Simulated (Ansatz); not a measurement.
# Ti (Fm-3m) in Ansatz: settings compared

Aim: see how the results for Ti move with the level of theory and the settings. Levels: PBEsol, RPBE. Tasks: relaxation of cell and atoms.

All numbers are computed with Ansatz 0.2.0; they aren't measurements. Logs are shortened: lines on timing, memory, paths and dates and some standing lists are left out, and cuts for length are marked.

## 1. The structure

Symmetry: Fm-3m, No. 225, cubic system. Conventional cell: a = 4.060 Å, b = 4.060 Å, c = 4.060 Å, α = 90.00°, β = 90.00°, γ = 90.00°. Around Ti (site symmetry m-3m) lie 12 Ti at 2.87 Å.

This isn't the form of Ti at room conditions, which is hcp.

## 2. Relaxation of cell and atoms, PBEsol

input.yaml reads:

```yaml
crystal:
  lattice:
    - [0.0, 2.03, 2.03]
    - [2.03, 0.0, 2.03]
    - [2.03, 2.03, 0.0]
  atoms:
    - { symbol: Ti, position: [0.0, 0.0, 0.0] }
hamiltonian:
  xc: pbesol
  pseudopotentials: { kind: paw }
kpoints:
  mp_grid: { grid: [11, 11, 11] }
scf:
  occupations: { method: fermi_dirac, width: 0.05 }
output:
  forces: true
  stress: true
  eigenvalues: true
  write_density: true
  write_potential: true
  elf: true
  volumetric_format: npy
relax:
  f_tol: 0.01
  max_steps: 40
  cell: { stress_tol: 0.05 }
```

Potentials or basis: Ansatz PAW.

Launch:

```sh
ansatz run input.yaml --threads 2 --pin off --max-ram 5632MiB --backend cpu --events-out ev --progress --plain --runs-dir out
```

The program printed:

```text
Warning: RAYON_NUM_THREADS=2 ignored (pool sized by the plan → 2); use --threads N
Engine: ansatz 0.2.0, aarch64-unknown-linux-gnu
Pseudopotentials: kind: paw
Pseudopotential: Ti, paw, valence charge 12, recommended cutoff 420 eV (normal), Ti.paw.azcp
Functional definition: PBEsol
  exchange = pbesol_x
  correlation = pbesol_c
Crystal: 1 atoms, lattice volume = 16.731 Å³
Basis set: ecut = 420 eV, 331 PW (Γ), exchange–correlation on 40×40×40 points (8 copies of the dense FFT grid, shifted against one another)
Bands: 10, of which v1, the nominal top of the filled ones, is band 6 counted from 1 (5 counted from 0)
Symmetry: 48 space group operations
Space group: Fm-3m (ITA 225), of the structure as read, at distance tolerance 2.6e-5 Å
k-points: 56 of 1331
Non-local potential: Ti, projectors of the file, l = 0: 3, l = 1: 2, l = 2: 3, l = 3: 1
PAW form: soft (Blöchl's): semilocal exchange-correlation on the pseudo side does not see the compensation charge
PAW frozen core: Ti, regenerated for the run's functional, and the local potential with it (the file was generated under x = pbe(κ = 0.804, μ = 0.2195149727645171), c = pbe(β = 0.06672455060314922))
PAW one-centre angular grid: Ti, 590 points (default); XC on 64 Gauss nodes
Initial density: superposition of atomic densities (neutral atoms: chi_scale 0, normalization atom), corrected by the library's trained network
Initial wavefunctions: pseudopotential atomic-orbital guess
Functional: x = pbesol(κ = 0.804, μ = 0.12345679012345678), c = pbesol(β = 0.046)
SCF iter   1: F=—  HF=-2473.851861 eV  |F-HF|=—  |Δ(HF+E_count)|=         —  Δρ=6.25e-3  dr2=4.54e-3  ethr=1.77e-3  ⟨swp⟩=4.4  Hψ=2925  notcnv=0
preconditioner: auto → none  [metal: Δε(μ)=0.054 eV  Ē_g=4.328 eV  σ=0.050 eV  W_gap=0.26  n_scr=0 (ndim 8)  ℏωp=18.2 eV  f_vac=0.000  D(μ)=1.33/eV (n_scr^D=14)]
SCF iter   2: F=—  HF=-2473.850377 eV  |F-HF|=—  |Δ(HF+E_count)|=   1.48e-3  Δρ=1.90e-3  dr2=3.92e-4  ethr=3.79e-5  ⟨swp⟩=3.0  Hψ=1552  notcnv=0
SCF iter   3: F=—  HF=-2473.850290 eV  |F-HF|=—  |Δ(HF+E_count)|=   8.69e-5  Δρ=9.46e-4  dr2=4.04e-5  ethr=3.27e-6  ⟨swp⟩=2.9  Hψ=919  notcnv=0
SCF iter   4: F=—  HF=-2473.850312 eV  |F-HF|=—  |Δ(HF+E_count)|=   2.20e-5  Δρ=7.70e-5  dr2=3.05e-7  ethr=3.37e-7  ⟨swp⟩=1.0  Hψ=560  notcnv=0
iter 5 did not close the SCF: its close was put off for the readings that it lacked (scf_convergence_deferred on its scf_iter line)
SCF iter   5: F=-2473.850313 eV  HF=-2473.850313 eV  |F-HF|=2.69e-10  |Δ(HF+E_count)|=   1.33e-7  Δρ=4.25e-6  dr2=1.22e-9  ethr=2.54e-9  ⟨swp⟩=1.9  Hψ=644  notcnv=0
SCF iter   6: F=-2473.850313 eV  HF=-2473.850313 eV  |F-HF|=0.00e0  |Δ(HF+E_count)|=  4.12e-10  Δρ=2.73e-7  dr2=2.82e-12  ethr=1.02e-11  ⟨swp⟩=3.5  Hψ=2371  notcnv=0
SCF 1 converged in 6 iterations: F = -2473.850313 eV  dr2 = 2.82e-12
relax step   1: F+E_penalty+E_count = -2473.85031255 eV  Δ(F+E_penalty+E_count) = +0.000e0 eV  max|allowed force component| = 0.000e0 eV/Å  Δτ_max = 0.0000 Å  P = -0.540 GPa  Ω = 16.731 Å³  (6 SCF iters, accepted)
Crystal: 1 atoms, lattice volume = 16.593 Å³
Initial density: handed on by an earlier stage of this run
Initial wavefunctions: those handed on with the density
iter 1 solved again at ethr=5.92e-8 eV; its pass at ethr=3.10e-3 eV (dr2=7.10e-6 eV) is discarded
SCF iter   1: F=—  HF=-2473.850382 eV  |F-HF|=—  |Δ(HF+E_count)|=         —  Δρ=2.37e-4  dr2=8.99e-6  ethr=5.92e-8  ⟨swp⟩=2.0  Hψ=3785  notcnv=0
preconditioner: auto → none  [metal: Δε(μ)=0.067 eV  Ē_g=4.332 eV  σ=0.050 eV  W_gap=0.32  n_scr=0 (ndim 8)  ℏωp=18.2 eV  f_vac=0.000  D(μ)=1.21/eV (n_scr^D=14)]
SCF iter   2: F=—  HF=-2473.850383 eV  |F-HF|=—  |Δ(HF+E_count)|=   1.67e-6  Δρ=1.29e-4  dr2=1.38e-6  ethr=5.92e-8  ⟨swp⟩=2.1  Hψ=807  notcnv=0
SCF iter   3: F=—  HF=-2473.850384 eV  |F-HF|=—  |Δ(HF+E_count)|=   8.04e-7  Δρ=4.28e-5  dr2=1.03e-7  ethr=1.15e-8  ⟨swp⟩=2.5  Hψ=867  notcnv=0
SCF iter   4: F=-2473.850385 eV  HF=-2473.850385 eV  |F-HF|=7.82e-9  |Δ(HF+E_count)|=   5.57e-7  Δρ=6.36e-6  dr2=3.55e-9  ethr=8.33e-10  ⟨swp⟩=8.1  Hψ=3233  notcnv=0
SCF 2 converged in 4 iterations: F = -2473.850385 eV  dr2 = 3.55e-9
relax step   2: F+E_penalty+E_count = -2473.85038459 eV  Δ(F+E_penalty+E_count) = -7.205e-5 eV  max|allowed force component| = 0.000e0 eV/Å  Δτ_max = 0.0000 Å  P = +0.400 GPa  Ω = 16.593 Å³  energy of the carried Pulay correction = +9.130e-6 eV  (4 SCF iters, dr2 threshold 1.00e-7 eV, accepted)
Crystal: 1 atoms, lattice volume = 16.651 Å³
iter 1 solved again at ethr=1.06e-8 eV; its pass at ethr=3.10e-3 eV (dr2=1.28e-6 eV) is discarded
SCF iter   1: F=—  HF=-2473.850452 eV  |F-HF|=—  |Δ(HF+E_count)|=         —  Δρ=1.01e-4  dr2=1.72e-6  ethr=1.06e-8  ⟨swp⟩=2.0  Hψ=3767  notcnv=0
preconditioner: auto → none  [metal: Δε(μ)=0.066 eV  Ē_g=4.315 eV  σ=0.050 eV  W_gap=0.31  n_scr=0 (ndim 8)  ℏωp=18.2 eV  f_vac=0.000  D(μ)=1.23/eV (n_scr^D=14)]
SCF iter   2: F=—  HF=-2473.850453 eV  |F-HF|=—  |Δ(HF+E_count)|=   3.72e-7  Δρ=5.37e-5  dr2=2.44e-7  ethr=1.06e-8  ⟨swp⟩=2.2  Hψ=840  notcnv=0
SCF iter   3: F=-2473.850453 eV  HF=-2473.850453 eV  |F-HF|=8.74e-8  |Δ(HF+E_count)|=   1.02e-7  Δρ=1.83e-5  dr2=1.90e-8  ethr=8.33e-10  ⟨swp⟩=7.8  Hψ=3368  notcnv=0
SCF 3 converged in 3 iterations: F = -2473.850453 eV  dr2 = 1.90e-8
relax step   3: F+E_penalty+E_count = -2473.85045300 eV  Δ(F+E_penalty+E_count) = -6.841e-5 eV  max|allowed force component| = 0.000e0 eV/Å  Δτ_max = 0.0000 Å  P = -0.004 GPa  Ω = 16.651 Å³  energy of the carried Pulay correction = +5.254e-6 eV  (3 SCF iters, dr2 threshold 1.00e-7 eV, accepted)
Initial wavefunctions: pseudopotential atomic-orbital guess (no wavefunctions were taken with the density)
iter 1 solved again at ethr=2.24e-8 eV; its pass at ethr=3.10e-3 eV (dr2=2.69e-6 eV) is discarded
SCF iter   1: F=—  HF=-2473.850448 eV  |F-HF|=—  |Δ(HF+E_count)|=         —  Δρ=1.77e-5  dr2=1.81e-8  ethr=2.24e-8  ⟨swp⟩=2.2  Hψ=4227  notcnv=0
preconditioner: auto → none  [metal: Δε(μ)=0.065 eV  Ē_g=4.315 eV  σ=0.050 eV  W_gap=0.31  n_scr=0 (ndim 8)  ℏωp=18.2 eV  f_vac=0.000  D(μ)=1.23/eV (n_scr^D=14)]
SCF iter   2: F=—  HF=-2473.850449 eV  |F-HF|=—  |Δ(HF+E_count)|=   1.43e-6  Δρ=9.40e-6  dr2=5.38e-9  ethr=1.51e-10  ⟨swp⟩=1.9  Hψ=663  notcnv=0
SCF iter   3: F=—  HF=-2473.850449 eV  |F-HF|=—  |Δ(HF+E_count)|=   2.63e-8  Δρ=4.90e-6  dr2=3.49e-9  ethr=4.49e-11  ⟨swp⟩=2.0  Hψ=874  notcnv=0
SCF iter   4: F=—  HF=-2473.850449 eV  |F-HF|=—  |Δ(HF+E_count)|=   1.32e-9  Δρ=4.95e-7  dr2=3.77e-11  ethr=2.90e-11  ⟨swp⟩=2.1  Hψ=816  notcnv=0
SCF iter   5: F=-2473.850449 eV  HF=-2473.850449 eV  |F-HF|=4.55e-13  |Δ(HF+E_count)|=  1.46e-11  Δρ=5.09e-8  dr2=3.91e-13  ethr=1.00e-12  ⟨swp⟩=4.6  Hψ=1844  notcnv=0
SCF 4 converged in 5 iterations: F = -2473.850449 eV  dr2 = 3.91e-13
relax step   4: F+E_penalty+E_count = -2473.85044937 eV  Δ(F+E_penalty+E_count) = +3.632e-6 eV  max|allowed force component| = 0.000e0 eV/Å  Δτ_max = 0.0000 Å  P = -0.003 GPa  Ω = 16.651 Å³  stress off target by 2.87e-3 GPa  SCF on the basis re-selected at this cell (its energy is not comparable with the rows above)  (5 SCF iters)
basis re-selected at this cell: Δ(F+E_penalty+E_count) = +3.632e-6 eV, ΔP = +0.001 GPa vs the last step (what re-selecting the basis moved, of the pressure what is left beyond the Pulay correction that the steps carried, after the strain that the cell walked since its last selection, with what the two solves' SCF thresholds leave and, on support functions, any second-order correction that the steps lacked; it is no measure of the basis error at this ecutwfc). This SCF's stress stands 2.87e-3 GPa from its target on what of the cell is left free (relax.cell.stress_tol is 5.00e-2 GPa) and its largest allowed force component is 0.00e0 eV/Å (relax.f_tol is 1.00e-2 eV/Å): within both
SCF converged after 5 iterations
Free energy (F): -2473.850449 eV
Harris-Foulkes:  -2473.850449 eV  (|F-HF|=4.55e-13)
Internal energy: -2473.839506 eV  (E = F + TS)
E sigma→0 (E₀):  -2473.844977 eV
Entropy (-TS):   -0.010944 eV (-10.944 meV/atom)
Fermi energy:    13.814170 eV
--- Per-component energies (eV) ---
  E_band       = -148.708195
  E_kinetic    = 273.368744
  E_local      = -790.248610  (includes V_loc(G=0)·N_el)
  E_nonlocal   = 9.559884
  E_hartree    = 325.637347
  E_xc         = -96.956462
  E_vxc        = -121.848493  (∫ρ·V_xc dr)
  E_paw        = -1022.673809  (= ΣΔE_a)
  E_vpaw       = -170.814543  (= ΣTr[D̂ρ^β])
  E_aug_tail   = 0.000109  (compensation charges beyond the density's cutoff)
  E_ewald      = -1172.666093
  E_core_change = 0.139384  (= ΣΔE_core)
  E_smearing   = -0.010944  (= −TS)
  E_closure    = 0.000000  (closes the sum)
  Σ components = -2473.850449   (vs F -2473.850449, Δ=0.00e0)
--- Forces (eV/Å), atoms counted from 1 ---
  atom   1  Ti    -0.00000000    -0.00000000    -0.00000000
  max |Σ_I F_I| component: 1.85e-32 eV/Å
--- Stress (GPa, compression-positive) ---
       -0.002870       0.000000       0.000000
        0.000000      -0.002870       0.000000
        0.000000       0.000000      -0.002870
  P = ⅓ Tr σ = -0.0029 GPa (-0.029 kbar)
--- Band table (eV; the first three rows and the last of 56) ---
  k-point 0: bands = ["-42.5355", "-18.4543", "-18.4543", "-18.4543", "7.6441", "14.7287", "14.7287", "14.7287", "16.4575", "16.4575"]
  k-point 1: bands = ["-42.5238", "-18.5189", "-18.4622", "-18.4622", "7.9203", "14.5575", "14.8271", "14.8271", "16.3952", "16.3952"]
  k-point 2: bands = ["-42.4923", "-18.6899", "-18.4836", "-18.4836", "8.6918", "14.1643", "15.0001", "15.0001", "16.3540", "16.3540"]
  k-point 55: bands = ["-42.3389", "-18.9831", "-18.9409", "-18.7217", "12.2166", "13.1282", "13.6866", "16.0939", "17.8102", "22.2976"]
--- Relaxed structure (3 steps of the walk, 3 accepted, 1 SCFs on fresh bases) ---
  F+E_penalty+E_count = -2473.85044937 eV   max|allowed force component| = 0.000e0 eV/Å   (the final SCF, on the basis selected at the relaxed cell)
  cell:  # Å, volume = 16.6513 Å³
    - [5.668601386596344e-34, 2.026778123792517, 2.026778123792517]
    - [2.026778123792517, 5.095372032895589e-35, 2.026778123792517]
    - [2.026778123792517, 2.026778123792517, 3.5030682726157174e-34]
  atoms:
    - { symbol: Ti, position: [0.0, 0.0, 0.0] }
```

Wall time 2.1 s (2 threads of Arm Neoverse V1, shared host); peak memory 0.27 GiB.

What came out:

* Free energy: -2473.8504 eV
* Relaxed volume: 16.65 Å³/atom
* Relaxed cell: a = 2.866 Å, b = 2.866 Å, c = 2.866 Å, α = 60.00°, β = 60.00°, γ = 60.00°
* Space group after relaxing (to 0.05 Å): Fm-3m (No. 225)
* Energy gained by relaxing: 0.1 meV/atom
* Ionic steps: 4
* Pressure after relaxing: 0.0 GPa
* Band gap on the k mesh: none (metal or under the smearing width)

Step by step:
```
step  energy change (eV)  largest force (eV/Å)  volume (Å³)
   1              0.0000                0.0000        16.73
   2             -0.0001                0.0000        16.59
   3             -0.0001                0.0000        16.65
   4             -0.0001                0.0000        16.65
```

Final structure:
```
CELL_PARAMETERS angstrom
0.00000 2.02678 2.02678
2.02678 0.00000 2.02678
2.02678 2.02678 0.00000
ATOMIC_POSITIONS crystal
Ti 0.00000 0.00000 0.00000
```

Caveat: the plane-wave basis is chosen anew once the cell has moved, so the energies of steps on either side of that aren't comparable; the PAW data sets come from PBE, with cores solved anew for the run's functional, which leaves a small shift of forces and pressure.

## 3. Relaxation of cell and atoms, RPBE

Changes to input.yaml since step 2:

```diff
@@ -8,3 +8,3 @@
 hamiltonian:
-  xc: pbesol
+  xc: rpbe
   pseudopotentials: { kind: paw }
@@ -18,6 +18,2 @@
   eigenvalues: true
-  write_density: true
-  write_potential: true
-  elf: true
-  volumetric_format: npy
 relax:
```

Potentials or basis: Ansatz PAW.

Launch:

```sh
ansatz run input.yaml --threads 2 --pin off --max-ram 5632MiB --backend cpu --events-out ev --progress --plain --runs-dir out
```

The program printed:

```text
Warning: RAYON_NUM_THREADS=2 ignored (pool sized by the plan → 2); use --threads N
[... 3 set-up lines as earlier in the session ...]
Functional definition: RPBE
  parameter kappa = 0.804
  parameter beta = 0.06672455060314922
  exchange = rpbe_x(kappa = kappa, mu = beta*pi^2/3)
  correlation = pbe_c(beta = beta)
Crystal: 1 atoms, lattice volume = 16.731 Å³
Basis set: ecut = 420 eV, 331 PW (Γ), exchange–correlation on 40×40×40 points (8 copies of the dense FFT grid, shifted against one another)
Bands: 10, of which v1, the nominal top of the filled ones, is band 6 counted from 1 (5 counted from 0)
[... 2 set-up lines as earlier in the session ...]
k-points: 56 of 1331
[... 6 set-up lines as earlier in the session ...]
Functional: x = rpbe, c = pbe(β = 0.06672455060314922)
SCF iter   1: F=—  HF=-2503.961632 eV  |F-HF|=—  |Δ(HF+E_count)|=         —  Δρ=2.69e-3  dr2=3.24e-4  ethr=1.77e-3  ⟨swp⟩=4.3  Hψ=2921  notcnv=0
preconditioner: auto → none  [metal: Δε(μ)=0.054 eV  Ē_g=4.289 eV  σ=0.050 eV  W_gap=0.26  n_scr=0 (ndim 8)  ℏωp=18.2 eV  f_vac=0.000  D(μ)=1.35/eV (n_scr^D=14)]
[... 55 lines left out ...]
E sigma→0 (E₀):  -2503.981617 eV
Entropy (-TS):   -0.013872 eV (-13.872 meV/atom)
Fermi energy:    12.893333 eV
--- Per-component energies (eV) ---
  E_band       = -162.570322
  E_kinetic    = 271.812383
  E_local      = -828.488723  (includes V_loc(G=0)·N_el)
  E_nonlocal   = 7.037514
  E_hartree    = 339.486694
  E_xc         = -97.430911
  E_vxc        = -121.591302  (∫ρ·V_xc dr)
  E_paw        = -1051.724075  (= ΣΔE_a)
  E_vpaw       = -170.313792  (= ΣTr[D̂ρ^β])
  E_aug_tail   = 0.000128  (compensation charges beyond the density's cutoff)
  E_ewald      = -1144.615421
  E_core_change = -0.052270  (= ΣΔE_core)
  E_smearing   = -0.013872  (= −TS)
  E_closure    = 0.000000  (closes the sum)
  Σ components = -2503.988553   (vs F -2503.988553, Δ=0.00e0)
--- Forces (eV/Å), atoms counted from 1 ---
  atom   1  Ti    -0.00000000     0.00000000     0.00000000
  max |Σ_I F_I| component: 2.67e-32 eV/Å
--- Stress (GPa, compression-positive) ---
       -0.025200       0.000000      -0.000000
        0.000000      -0.025200       0.000000
       -0.000000       0.000000      -0.025200
  P = ⅓ Tr σ = -0.0252 GPa (-0.252 kbar)
--- Band table (eV; the first three rows and the last of 56) ---
  k-point 0: bands = ["-43.9581", "-19.7988", "-19.7988", "-19.7988", "6.8888", "13.7711", "13.7711", "13.7711", "15.3499", "15.3499"]
  k-point 1: bands = ["-43.9497", "-19.8481", "-19.8050", "-19.8050", "7.1464", "13.6164", "13.8598", "13.8598", "15.2955", "15.2955"]
  k-point 2: bands = ["-43.9270", "-19.9790", "-19.8217", "-19.8217", "7.8724", "13.2543", "14.0187", "14.0187", "15.2578", "15.2578"]
  k-point 55: bands = ["-43.8172", "-20.2065", "-20.1740", "-20.0055", "11.4768", "12.2631", "12.7596", "15.0293", "16.5170", "20.7060"]
--- Relaxed structure (4 steps of the walk, 4 accepted, 1 SCFs on fresh bases) ---
  F+E_penalty+E_count = -2503.98855285 eV   max|allowed force component| = 0.000e0 eV/Å   (the final SCF, on the basis selected at the relaxed cell)
  cell:  # Å, volume = 17.9058 Å³
    - [2.8183776859800307e-34, 2.0764476346537224, 2.0764476346537224]
    - [2.0764476346537224, 1.4330733539672273e-34, 2.0764476346537224]
    - [2.0764476346537224, 2.0764476346537224, -5.238679371320779e-34]
  atoms:
    - { symbol: Ti, position: [0.0, 0.0, 0.0] }
```

It took 2.9 s on 2 threads of Arm Neoverse V1, shared host; peak memory 0.27 GiB.

What came out:

| Item | Value |
| --- | --- |
| Free energy | -2503.9886 eV |
| Relaxed volume | 17.91 Å³/atom |
| Relaxed cell | a = 2.937 Å, b = 2.937 Å, c = 2.937 Å, α = 60.00°, β = 60.00°, γ = 60.00° |
| Space group after relaxing (to 0.05 Å) | Fm-3m (No. 225) |
| Energy gained by relaxing | 26.4 meV/atom |
| Ionic steps | 5 |
| Pressure after relaxing | 0.0 GPa |
| Band gap on the k mesh | none (metal or under the smearing width) |

Step by step:
```
step  energy change (eV)  largest force (eV/Å)  volume (Å³)
   1              0.0000                0.0000        16.73
   2             -0.0143                0.0000        18.75
   3             -0.0262                0.0000        17.97
   4             -0.0262                0.0000        17.91
   5             -0.0264                0.0000        17.91
```

Final structure:
```
Ti
1.0
     0.00000    2.07645    2.07645
     2.07645    0.00000    2.07645
     2.07645    2.07645    0.00000
Ti
1
Direct
  0.00000 0.00000 0.00000
```

Levels at points of the mesh, in eV from the Fermi level:
| k point | band 2 | band 3 | band 4 | band 5 | band 6 | band 7 | band 8 | band 9 | band 10 |
| --- | --- | --- | --- | --- | --- | --- | --- | --- | --- |
| (0.00, 0.00, 0.00) | -32.69 | -32.69 | -32.69 | -6.00 | 0.88 | 0.88 | 0.88 | 2.46 | 2.46 |

Caveat: the plane-wave basis is chosen anew once the cell has moved, so the energies of steps on either side of that aren't comparable; the PAW data sets come from PBE, with cores solved anew for the run's functional, which leaves a small shift of forces and pressure. Zero-point motion and thermal expansion aren't in these numbers.
